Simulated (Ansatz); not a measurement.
Level of theory: Ansatz, DFT PBE, scalar-relativistic, plane waves, PAW. Settings: cutoff 420 eV, Γ-centred meshes spaced at most about 0.3 Å⁻¹, and about 0.25 Å⁻¹ or finer for metals (2π included), Gaussian smearing. No spin polarisation.

Temperature and zero-point effects are left out.

Task: Order these relaxed structures of Li3H2 by energy, lowest first, with the energy over the lowest of them.
1. Space group I4/mmm (No. 139), tetragonal, a = 3.648 Å, c = 9.503 Å. Li on a site of symmetry -4m2 is surrounded by 4 H at 1.90 Å; Li on a site of symmetry 4/mmm has 2 H at 1.85 Å; around H lie 5 Li at 1.85–1.90 Å.
2. Space group R-3m (No. 166), trigonal, a = 2.828 Å, c = 22.005 Å. Around Li on a site of symmetry -3m lie 6 H at 2.02 Å; Li on a site of symmetry 3m has 3 H at 2.00 Å; H has 6 Li at 2.00–2.02 Å.
3. Space group I4/mmm (No. 139), tetragonal, a = 2.841 Å, c = 12.520 Å. Around Li on a site of symmetry 4mm lie 5 H at 2.01–2.06 Å; Li on a site of symmetry 4/mmm has 2 H at 2.07 Å; around H lie 6 Li at 2.01–2.07 Å.

Result: 2 (0 meV/atom), 3 (55 meV/atom), 1 (68 meV/atom). Forms: cell 2 anti-tetradymite type, R-3m; cell 3 I4/mmm; cell 1 I4/mmm. Counting H atoms around Li (those within 1.25 times the shortest such distance or 1.15 times the sum of covalent radii, 1.27 where that leaves under three; a slash parts the counts of unlike sites): cell 2 has Li 3/6; cell 3 has Li 2/5; cell 1 has Li 2/4. All come from invented guesses.

For metals, differences of a few meV/atom aren't resolved. With hydrogen, zero-point motion can shift such differences by 10 meV/atom or more. Cells relaxed within their symmetry can be saddle points. Some candidate types were left out of the draw beforehand, so a known form may be missing.
